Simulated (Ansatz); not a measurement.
# KBr: the cost of one run

Method: DFT r2SCAN, scalar-relativistic, plane waves, PAW, in Ansatz 0.2.0.

1 further run of the same task is left out (it didn't finish).

## (1) The structure to begin with

It takes space group Fm-3m (No. 225, cubic). Conventional cell: a = 6.589 Å, b = 6.589 Å, c = 6.589 Å, α = 90.00°, β = 90.00°, γ = 90.00°. K (site symmetry m-3m) has 6 Br at 3.29 Å as nearest neighbours. Br (site symmetry m-3m) has 6 K at 3.29 Å as nearest neighbours.

Structure file:

```
K Br
1.0
     0.00000    3.29454    3.29454
     3.29454    0.00000    3.29454
     3.29454    3.29454    0.00000
K Br
1 1
Cartesian
  0.0000 0.0000 0.0000
  3.2945 3.2945 3.2945
```

This is candidate A: structure listed in a database for this formula (Fm-3m, No. 225).

(A quick probe on a coarse mesh, which set the mesh and smearing, is not shown.)

## (3) The relaxation (candidate A)

Input file input.yaml:

```yaml
crystal:
  lattice:
    - [0.0, 3.2945409698, 3.2945409698]
    - [3.2945409698, 0.0, 3.2945409698]
    - [3.2945409698, 3.2945409698, 0.0]
  atoms:
    - { symbol: K, position: [0.0, 0.0, 0.0] }
    - { symbol: Br, position: [0.5, 0.5, 0.5] }
basis:
  ecutwfc: 500
kpoints:
  mp_grid: { grid: [6, 6, 6] }
hamiltonian:
  xc: r2scan
scf:
  occupations: { method: gaussian, width: 0.02 }
output:
  forces: true
  stress: true
  eigenvalues: true
  write_density: true
  write_potential: true
  elf: true
  volumetric_format: npy
relax:
  adjacent_minimum: "off"
  f_tol: 0.01
  max_steps: 80
  cell: { stress_tol: 0.05 }
```

Run with:

```console
ansatz run input.yaml --threads 1 --pin off --max-ram 2560MiB --backend cpu --events-out ev --progress --plain --runs-dir out
```

**Question.** How long does this run take on 1 thread of Arm Neoverse V2, shared host, and how much memory does it need?

About 11 s, with a peak of 0.5 GiB.
